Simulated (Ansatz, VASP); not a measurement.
# InGaP2 (Ga0.5In0.5P, ordered zincblende-derived alloy) in two plane-wave programs, part 2 of 2

Wanted: the spread between two codes on one cell, functional and k mesh. The cell is invented: As first built, before any earlier steps moved the atoms or strained the cell (in the runner's words): 1x1x1 conventional cells of the GaP type (8 atoms: 4 P, 2 Ga, 2 In); Ga/In share their sites, the best of 600 random draws by like-pair counts in two shells; start lattice by linear mixing of the end members' cells; atoms moved at random by 0.02 A. It may not be a known or stable phase. The cell is taken from a series of runs on this material, whose earlier steps may have relaxed, scaled, displaced or heated it; both programs get it as it stands.

VASP 6.6.1 and Ansatz 0.2.0.

So far: Starting point; Ansatz: single point, HSE06.

### Step 3. VASP: single point, HSE06

Level of this step: HSE06; plane waves and PAW (P, Ga_d, In_d); invented cell (VASP).

The same cell, functional, mesh and smearing now go to VASP, with its own data sets.

Lines of VASP's logs that name or quote its potential files are left out, and so is its time.

The run reads the wave functions of an earlier VASP run, which isn't shown here.

INCAR

```
SYSTEM = InGaP2
PREC = Accurate
ENCUT = 400
EDIFF = 1E-06
NELM = 100
ISMEAR = -1
SIGMA = 0.01
LREAL = .FALSE.
ALGO = Normal
LHFCALC = .TRUE.
AEXX = 0.25
GGA = PE
HFSCREEN = 0.208
LASPH = .TRUE.
NBANDS = 44
PRECFOCK = Fast
LORBIT = 11
LWAVE = .FALSE.
LCHARG = .FALSE.
NCORE = 8
ISIF = 2
```

POSCAR

```
InGaP2
1.0
    5.7650000000     -0.0000100000      0.0001100000
   -0.0000100000      5.7154600000      0.0000000000
    0.0001100000      0.0000000000      5.7155100000
P Ga In
4 2 2
Direct
    0.2696000000      0.2506300000      0.7504300000
    0.2696200000      0.7506500000      0.2504300000
    0.7279400000      0.2506200000      0.2504200000
    0.7279000000      0.7506000000      0.7504200000
    0.4987900000      0.0006500000      0.5004500000
    0.4987400000      0.5006000000      0.0004600000
    0.9987500000      0.0005900000      0.0004000000
    0.9987700000      0.5006400000      0.5004100000
```

KPOINTS

```
Automatic mesh
0
Gamma
2 2 2
0 0 0
```

The projector-augmented-wave data sets are P, Ga_d and In_d (PBE family, release 64).

On the command line:

```sh
mpirun -np 8 vasp_std
```

Numbers of over 12 decimals in the logs are rounded to 6 here.

The program printed:

```text
[banner, memory and clock lines left out]
running    8 mpi-ranks, on    1 nodes
 distrk:  each k-point on    8 cores,    1 groups
 distr:  one band on    8 cores,    1 groups

 POSCAR found type information on POSCAR P GaIn
 POSCAR found :  3 types and       8 ions
|                                                                             |
|           W    W    AA    RRRRR   N    N  II  N    N   GGGG   !!!           |
|           W    W   A  A   R    R  NN   N  II  NN   N  G    G  !!!           |
|           W    W  A    A  R    R  N N  N  II  N N  N  G       !!!           |
|           W WW W  AAAAAA  RRRRR   N  N N  II  N  N N  G  GGG   !            |
|           WW  WW  A    A  R   R   N   NN  II  N   NN  G    G                |
|           W    W  A    A  R    R  N    N  II  N    N   GGGG   !!!           |
|                                                                             |
|     For optimal performance we recommend to set                             |
|       NCORE = 2 up to number-of-cores-per-socket                            |
|     NCORE specifies how many cores store one orbital (NPAR=cpu/NCORE).      |
|     This setting can greatly improve the performance of VASP for DFT.       |
|     The default, NCORE=1 might be grossly inefficient on modern             |
|     multi-core architectures or massively parallel machines. Do your        |
|     Unfortunately you need to use the default for GW and RPA                |
|     calculations (for HF NCORE is supported but not extensively tested      |
|     yet).                                                                   |
|                                                                             |

 LDA part: xc-table for (Slater+PW92), standard interpolation
 found WAVECAR, reading the header
 POSCAR, INCAR and KPOINTS ok, starting setup
 FFT: planning ... GRIDC
 FFT: planning ... GRID_SOFT
 FFT: planning ... GRID
 reading WAVECAR
 the WAVECAR file was read successfully
 initial charge from wavefunction
 entering main loop
       N       E                     dE             d eps       ncg     rms          rms(c)
DAV:   1    -0.408736390748E+02   -0.40874E+02   -0.20734E+00  1068   0.188E+01    0.518E+00
DAV:   2    -0.408930935906E+02   -0.19455E-01   -0.31361E-01   868   0.466E+00    0.479E+00
DAV:   3    -0.408902171670E+02    0.28764E-02   -0.30149E-02   992   0.148E+00    0.373E+00
DAV:   4    -0.408892702531E+02    0.94691E-03   -0.35243E-03   936   0.464E-01    0.239E+00
DAV:   5    -0.408889355530E+02    0.33470E-03   -0.43583E-04   908   0.142E-01    0.150E+00
DAV:   6    -0.408888372062E+02    0.98347E-04   -0.95396E-05   884   0.612E-02    0.927E-01
DAV:   7    -0.408888032055E+02    0.34001E-04   -0.18900E-05   828   0.287E-02    0.562E-01
DAV:   8    -0.408887906790E+02    0.12527E-04   -0.51277E-06   672   0.143E-02    0.339E-01
DAV:   9    -0.408887863030E+02    0.43760E-05   -0.19871E-06   552   0.894E-03    0.203E-01
DAV:  10    -0.408887848854E+02    0.14176E-05   -0.80735E-07   412   0.608E-03    0.122E-01
DAV:  11    -0.408887844532E+02    0.43214E-06   -0.46278E-07   408   0.534E-03
   1 F= -.40888784E+02 E0= -.40888784E+02  d E =-.668596E-13
```

Parts of OUTCAR (step 3):

```text
ion  position               nearest neighbor table
   1  0.270  0.251  0.750-   5 2.41   6 2.41   7 2.55   8 2.55
   2  0.270  0.751  0.250-   6 2.41   5 2.41   8 2.55   7 2.55
   3  0.728  0.251  0.250-   5 2.41   6 2.41   7 2.55   8 2.55
   4  0.728  0.751  0.750-   5 2.41   6 2.41   7 2.55   8 2.55
   5  0.499  0.001  0.500-   1 2.41   3 2.41   4 2.41   2 2.41
   6  0.499  0.501  0.000-   2 2.41   3 2.41   1 2.41   4 2.41
   7  0.999  0.001  0.000-   4 2.55   3 2.55   1 2.55   2 2.55
   8  0.999  0.501  0.500-   2 2.55   4 2.55   3 2.55   1 2.55

  LATTYP: Found a simple monoclinic cell.
 ALAT       =     5.7155100011
 B/A-ratio  =     0.9999912517
 C/A-ratio  =     1.0086588948
 COS(beta)  =    -0.0000383265

 Subroutine GETGRP returns: Found  1 space group operations
 (whereof  1 operations were pure point group operations)

The static configuration has the point symmetry C_1 .

 Found      8 irreducible k-points:

   k-points           NKPTS =      8   k-points in BZ     NKDIM =      8   number of bands    NBANDS=     44

   dimension x,y,z NGX =    40 NGY =   40 NGZ =   40
   dimension x,y,z NGXF=    80 NGYF=   80 NGZF=   80

   ENCUT  =  400.0 eV  29.40 Ry    5.42 a.u.   9.40  9.32  9.32*2*pi/ulx,y,z

   NELECT =      72.0000    total number of electrons

 k-points in reciprocal lattice and weights: Automatic mesh
   0.00000000  0.00000000  0.00000000       0.125
   0.50000000 -0.00000000  0.00000000       0.125
  -0.00000000  0.50000000  0.00000000       0.125
   0.50000000  0.50000000  0.00000000       0.125
   0.00000000 -0.00000000  0.50000000       0.125
   0.50000000  0.00000000  0.50000000       0.125
   0.00000000  0.50000000  0.50000000       0.125
   0.50000000  0.50000000  0.50000000       0.125

  exchange ACFDT corr.  =         0.00000000  see jH, gK, PRB 81, 115126

 average (electrostatic) potential at core
       1 -79.7838       2 -79.7838       3 -79.7839       4 -79.7838       5 -58.5120
       6 -58.5120       7 -90.0015       8 -90.0015

 E-fermi :   4.5125

 k-point     1 :       0.0000    0.0000    0.0000
  band No.  band energies     occupation
    ...
     32       1.5927      2.00000
     33       1.7815      2.00000
     34       4.0615      2.00000
     35       4.2283      2.00000
     36       4.2284      2.00000
     37       5.8499      0.00000
     38       6.5665      0.00000
     39       6.5666      0.00000
     40       6.6534      0.00000
     41       6.7998      0.00000
    ...

 k-point     2 :       0.5000   -0.0000    0.0000
  band No.  band energies     occupation
    ...
     32       0.9679      2.00000
     33       2.2360      2.00000
     34       2.2360      2.00000
     35       2.9845      2.00000
     36       2.9846      2.00000
     37       7.1305      0.00000
     38       7.1780      0.00000
     39       8.2611      0.00000
     40       8.7202      0.00000
     41       9.4243      0.00000
    ...

 k-point     3 :      -0.0000    0.5000    0.0000
  band No.  band energies     occupation
    ...
     32       0.9559      2.00000
     33       2.5947      2.00000
     34       2.5948      2.00000
     35       2.6938      2.00000
     36       2.6938      2.00000
     37       7.2776      0.00000
     38       7.2777      0.00000
     39       8.2483      0.00000
     40       8.2484      0.00000
     41       9.3487      0.00000
    ...

  Total       -2.3639735     -2.2493588     -2.2499242     -0.0000983      0.0003770     -0.0026413
  in kB      -20.1116500    -19.1365579    -19.1413684     -0.0008367      0.0032072     -0.0224711
  external PRESSURE =     -19.4631921 kB  Pullay stress =       0.0000000 kB

  energy-cutoff  :      400.00
  volume of cell :      188.32
      direct lattice vectors                 reciprocal lattice vectors
     5.765000000 -0.000010000  0.000110000     0.173460538  0.000000303 -0.000003338
    -0.000010000  5.715460000  0.000000000     0.000000303  0.174964045 -0.000000000
     0.000110000  0.000000000  5.715510000    -0.000003338 -0.000000000  0.174962514

 POSITION                                       TOTAL-FORCE (eV/Angst)
 -----------------------------------------------------------------------------------
      1.55432      1.43246      4.28912        -0.036405      0.000211      0.000077
      1.55438      4.29031      1.43136        -0.036142      0.000224      0.000414
      4.19660      1.43240      1.43136         0.035354      0.000153      0.000322
      4.19642      4.29002      4.28911         0.035532      0.000138      0.000652
      2.87558      0.00371      2.86038         0.000055     -0.000950     -0.000934
      2.87523      2.86115      0.00268         0.001284      0.000205     -0.001063
      5.75779      0.00336      0.00240         0.000214      0.000395      0.000263
      5.75796      2.86138      2.86021         0.000107     -0.000376      0.000269
 -----------------------------------------------------------------------------------
    total drift:                                0.002250     -0.001257     -0.000948

  FREE ENERGIE OF THE ION-ELECTRON SYSTEM (eV)
  ---------------------------------------------------
  free  energy   TOTEN  =       -40.8887844532 eV

  energy  without entropy=      -40.8887844532  energy(sigma->0) =      -40.88878445

 total charge
# of ion       s       p       d       tot
------------------------------------------
    1        1.010   1.523   0.000   2.533
    2        1.010   1.523   0.000   2.533
    3        1.010   1.524   0.000   2.533
    4        1.010   1.523   0.000   2.533
    5        0.804   0.770  10.019  11.593
    6        0.804   0.770  10.019  11.593
    7        0.829   0.788   9.913  11.530
    8        0.829   0.788   9.913  11.530
--------------------------------------------------
tot          7.305   9.209  39.864  56.378

[... 3 further parts left out ...]
```

The k-mesh is coarse for exact exchange; levels may shift by about 0.1 eV on a finer one.

### Step 4. Side by side

Known differences besides the potentials themselves: exact exchange at q = 0 is treated differently, which shows on coarse meshes; VASP keeps PBE cores, Ansatz makes them for the functional; the cutoff is 420 eV in Ansatz and 400 eV in VASP; VASP takes a coarser grid for exact exchange (PRECFOCK = Fast). Total energies have different zeros and are not compared.

The two programs side by side:

```tsv
quantity	Ansatz	VASP	difference
gap on the k mesh (eV)	1.622	1.621	+0.001
```

The largest component of a force difference here is 4 meV/Å. A gap on the mesh is an upper bound, since the band edges may lie between its points.

### Step 5. What came out

- difference in gap on the k mesh (single point, HSE06): 8.8e-4 eV

The difference in gap on the k mesh is 8.8e-4 eV (single point, HSE06), within the 0.08 eV picked in this series as the mark of a large difference. Such differences can come from data sets, numerical settings and the points named under the comparisons, not from the functional's error against experiment.

[Lines on the potential files, build, host, timing and source positions are cut from VASP's logs without a mark.]

[Logs are printed without paths, hosts, clocks, repeated set-up lines and the standing remarks that a program may print on its own settings, such as how far it seeks lower states.]

[Hosts, paths, dates, database ids (printed as entryN), source tags and the programs' standing remarks are cut or masked in the printed files.]
